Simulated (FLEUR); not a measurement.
# BN (F-43m) in FLEUR: notebook, part 2 of 2

FLEUR MaX-R8.1 (later development tree). Earlier steps stand in the parts before.

## (3) Equation of state, RPBE, 5.60 Å³/atom (volume scaled by 0.94)

The input, inp.xml:

```xml
<?xml version="1.0" encoding="UTF-8" standalone="no"?>
<fleurInput fleurInputVersion="0.39">
   <comment>
      BN                                                                                                  
   </comment>
   <calculationSetup>
      <cutoffs Kmax="5.41" Gmax="16.8" GmaxXC="16.8" numbands="0"/>
      <scfLoop itmax="60" minDistance="0.00001" maxIterBroyd="15" imix="Anderson" alpha="0.05" precondParam="0.0" spinf="2.0" sdNocoIR="T"/>
      <coreElectrons ctail="T" frcor="F" kcrel="0" coretail_lmax="0"/>
      <xcFunctional name="Rpbe" relativisticCorrections="F"/>
      <magnetism jspins="1"/>
      <soc l_soc="F" theta="0.0" phi="0.0" spav="F"/>
      <expertModes spex="0" secvar="F"/>
      <geometryOptimization l_f="F" forcealpha="1.0" forcemix="BFGS" epsdisp="0.00001" epsforce="0.00001"/>
      <ldaU l_linMix="F" mixParam="0.05" spinf="1.0"/>
   </calculationSetup>
   <cell>
      <bzIntegration valenceElectrons="8.0" mode="hist" fermiSmearingEnergy="0.00183747">
         <kPointListSelection listName="default-1"/>
         <!-- k-points included here -->
         <xi:include xmlns:xi="http://www.w3.org/2001/XInclude" href="kpts.xml"> </xi:include>
      </bzIntegration>
      <!-- symmetry operations included here -->
      <xi:include xmlns:xi="http://www.w3.org/2001/XInclude" href="sym.xml"> </xi:include>
      <bulkLattice scale="0.9795861087">
         <bravaisMatrix>
            <row-1>    0.0000000000000000     3.4260753536259245     3.4260753536259245</row-1>
            <row-2>    3.4260753536259245     0.0000000000000000     3.4260753536259245</row-2>
            <row-3>    3.4260753536259245     3.4260753536259245     0.0000000000000000</row-3>
         </bravaisMatrix>
      </bulkLattice>
   </cell>
   <atomSpecies>
      <species name="Nitrogen (N)" element="N" atomicNumber="7">
         <mtSphere radius="1.33" gridPoints="453" logIncrement="0.023"/>
         <atomicCutoffs lmax="8" lnonsphr="6"/>
         <electronConfig flipSpins="F">
            <coreConfig>(1s1/2)</coreConfig>
            <valenceConfig>(2s1/2) (2p1/2) (2p3/2)</valenceConfig>
            <stateOccupation state="(2p1/2)" spinUp="0.500000" spinDown="0.500000"/>
            <stateOccupation state="(2p3/2)" spinUp="1.000000" spinDown="1.000000"/>
         </electronConfig>
         <energyParameters s="2" p="2" d="3" f="4"/>
         <lo type="SCLO" l="0" n="2" eDeriv="2"/>
         <lo type="SCLO" l="1" n="2" eDeriv="2"/>
         <lo type="SCLO" l="2" n="3" eDeriv="2"/>
      </species>
      <species name="Boron (B)" element="B" atomicNumber="5">
         <mtSphere radius="1.33" gridPoints="453" logIncrement="0.022"/>
         <atomicCutoffs lmax="8" lnonsphr="6"/>
         <electronConfig flipSpins="F">
            <coreConfig>(1s1/2)</coreConfig>
            <valenceConfig>(2s1/2) (2p1/2) (2p3/2)</valenceConfig>
            <stateOccupation state="(2p1/2)" spinUp="0.166667" spinDown="0.166667"/>
            <stateOccupation state="(2p3/2)" spinUp="0.333333" spinDown="0.333333"/>
         </electronConfig>
         <energyParameters s="2" p="2" d="3" f="4"/>
         <lo type="SCLO" l="0" n="2" eDeriv="2"/>
         <lo type="SCLO" l="1" n="2" eDeriv="2"/>
         <lo type="SCLO" l="2" n="3" eDeriv="2"/>
      </species>
   </atomSpecies>
   <atomGroups>
      <atomGroup species="Nitrogen (N)">
         <relPos label="                   1">1.000/4.000 1.000/4.000 1.000/4.000</relPos>
         <force calculate="T" relaxXYZ="TTT"/>
      </atomGroup>
      <atomGroup species="Boron (B)">
         <relPos label="                   2">.0000000000 .0000000000 .0000000000</relPos>
         <force calculate="T" relaxXYZ="TTT"/>
      </atomGroup>
   </atomGroups>
   <output dos="F" band="F" slice="F">
      <checks vchk="F" cdinf="F"/>
      <bandDOS minEnergy="-.5*Htr" maxEnergy="0.5*Htr" sigma="0.015" storeEVData="T"/>
      <vacuumDOS vacdos="F" integ="F" star="F" nstars="0" locx1="0.0" locy1="0.0" locx2="0.0" locy2="0.0" nstm="0" tworkf="0.0"/>
      <unfoldingBand unfoldBand="F" supercellX="1" supercellY="1" supercellZ="1"/>
      <plotting iplot="0" polar="F">
         <plot TwoD="T" vec1="  1.0  0.0  0.0" vec2="  0.0  1.0  0.0" vec3="  0.0  0.0  1.0" zero="  0.0  0.0  0.0" file="plot"/>
      </plotting>
      <chargeDensitySlicing numkpt="0" minEigenval="0.0" maxEigenval="0.0" nnne="0" pallst="F"/>
      <specialOutput eonly="F"/>
      <moessbauerParams electricFieldGradient="T" isomerShift="T" coreHyperfine="T" valenceHyperfine="T"/>
      <magneticCircularDichroism mcd="F" energyLo="-10.0" energyUp="0.0"/>
   </output>
  <!-- We include the file relax.xml here to enable relaxations (see documentation) -->
  <xi:include xmlns:xi="http://www.w3.org/2001/XInclude" href="relax.xml"> <xi:fallback/> </xi:include>
</fleurInput>
```

Potentials or basis: all-electron, FLAPW.

The run is started by

```bash
> inpgen -f crystal.txt -profile fastHighL
> # inp.xml edited to the form shown
> fleur_MPI
```

It took 30 s on 1 thread of Arm Neoverse V1, shared host; peak memory 0.08 GiB.

Results (log left out):

```
Free energy                                           : -2171.0692 eV
Band gap on the k mesh                                : 4.79 eV, indirect (least direct gap 9.27 eV)
Valence electrons inside the program's atomic spheres : N 3.26; B 1.05 (radii N 1.33, B 1.33 bohr)
```

Caveat: an odd mesh through Γ misses points on the zone boundary, where band edges often lie.

## (4) Equation of state, RPBE, 5.72 Å³/atom (volume scaled by 0.96)

Edit inp.xml of step 3 so:

```diff
@@ -24,3 +24,3 @@
       <xi:include xmlns:xi="http://www.w3.org/2001/XInclude" href="sym.xml"> </xi:include>
-      <bulkLattice scale="0.9795861087">
+      <bulkLattice scale="0.9864848297">
          <bravaisMatrix>
```

The run is started by

```bash
> inpgen -f crystal.txt -profile fastHighL
> # inp.xml edited to the form shown
> fleur_MPI
```

Wall time 31 s (1 thread of Arm Neoverse V1, shared host); peak memory 0.08 GiB.

Results (log left out):

```
Free energy                                           : -2171.1091 eV
Band gap on the k mesh                                : 4.77 eV, indirect (least direct gap 9.17 eV)
Valence electrons inside the program's atomic spheres : N 3.24; B 1.03 (radii N 1.33, B 1.33 bohr)
```

Caveat: an odd mesh through Γ misses points on the zone boundary, where band edges often lie.

## (5) Equation of state, RPBE, 5.96 Å³/atom

Edit inp.xml of step 4 so:

```diff
@@ -24,3 +24,3 @@
       <xi:include xmlns:xi="http://www.w3.org/2001/XInclude" href="sym.xml"> </xi:include>
-      <bulkLattice scale="0.9864848297">
+      <bulkLattice scale="1.0000000000">
          <bravaisMatrix>
```

The run is started by

```bash
> inpgen -f crystal.txt -profile fastHighL
> # inp.xml edited to the form shown
> fleur_MPI
```

Wall time 34 s (1 thread of Arm Neoverse V1, shared host); peak memory 0.08 GiB.

It converged, with:

```yaml
Free_energy: -2171.1492 eV
Band_gap_on_the_k_mesh: 4.73 eV, indirect (least direct gap 8.97 eV)
Valence_electrons_inside_the_program's_atomic_spheres: N 3.21; B 1.00 (radii N 1.33, B 1.33 bohr)
```

Caveat: an odd mesh through Γ misses points on the zone boundary, where band edges often lie.

## (6) Equation of state, RPBE, 6.20 Å³/atom (volume scaled by 1.04)

Edit inp.xml of step 5 so:

```diff
@@ -24,3 +24,3 @@
       <xi:include xmlns:xi="http://www.w3.org/2001/XInclude" href="sym.xml"> </xi:include>
-      <bulkLattice scale="1.0000000000">
+      <bulkLattice scale="1.0131594038">
          <bravaisMatrix>
```

Potentials or basis: all-electron, FLAPW.

The run is started by

```bash
> inpgen -f crystal.txt -profile fastHighL
> # inp.xml edited to the form shown
> fleur_MPI
```

It took 35 s on 1 thread of Arm Neoverse V1, shared host; peak memory 0.09 GiB.

The run converged. Its results:

* Free energy: -2171.1442 eV
* Band gap on the k mesh: 4.69 eV, indirect (least direct gap 8.78 eV)
* Valence electrons inside the program's atomic spheres: N 3.18; B 0.97 (radii N 1.33, B 1.33 bohr)

Caveat: an odd mesh through Γ misses points on the zone boundary, where band edges often lie.

## (7) Equation of state, RPBE, 6.32 Å³/atom (volume scaled by 1.06)

Edit inp.xml of step 6 so:

```diff
@@ -24,3 +24,3 @@
       <xi:include xmlns:xi="http://www.w3.org/2001/XInclude" href="sym.xml"> </xi:include>
-      <bulkLattice scale="1.0131594038">
+      <bulkLattice scale="1.0196128224">
          <bravaisMatrix>
```

The run is started by

```bash
> inpgen -f crystal.txt -profile fastHighL
> # inp.xml edited to the form shown
> fleur_MPI
```

It took 36 s on 1 thread of Arm Neoverse V1, shared host; peak memory 0.09 GiB.

Results (log left out):

| Property | Result |
| --- | --- |
| Free energy | -2171.1272 eV |
| Band gap on the k mesh | 4.67 eV, indirect (least direct gap 8.69 eV) |
| Valence electrons inside the program's atomic spheres | N 3.16; B 0.95 (radii N 1.33, B 1.33 bohr) |

Caveat: an odd mesh through Γ misses points on the zone boundary, where band edges often lie.

## (8) Equation of state, RPBE

No new run: the results of the series are fitted here.

What came out:

```yaml
Equilibrium_volume: 6.05 Å³/atom
Bulk_modulus: 358 GPa
Pressure_derivative_of_the_bulk_modulus: "3.7 (rough: it moves with the points fitted)"
```

Energy against volume, from the lowest point:
```tsv
volume (Å³/atom)	energy (meV/atom)
5.602	40.00
5.721	20.05
5.959	0.00
6.198	2.49
6.317	11.02
```

## (9) Comparison with measurements

Step 2. Measured gap of BN: 6.4 eV (indirect; 300 K; a printed reference work, monograph). This calculation gives 4.66 eV (-1.74 eV). The value is that of RPBE, without temperature or zero-point motion. Semilocal functionals fall short of measured gaps as a rule. The cell is a database's relaxed one, not the measured one, which moves gaps too.

Step 8. A measured bulk modulus of BN is 395 GPa (300 K; quoted in “Effect of nanostructuration on compressibility of cubic BN”, 2012, arxiv:1208.3664); the calculated 358 GPa misses it by -9.2 %. The fit is for a static lattice scaled at fixed shape and fixed fractional positions.
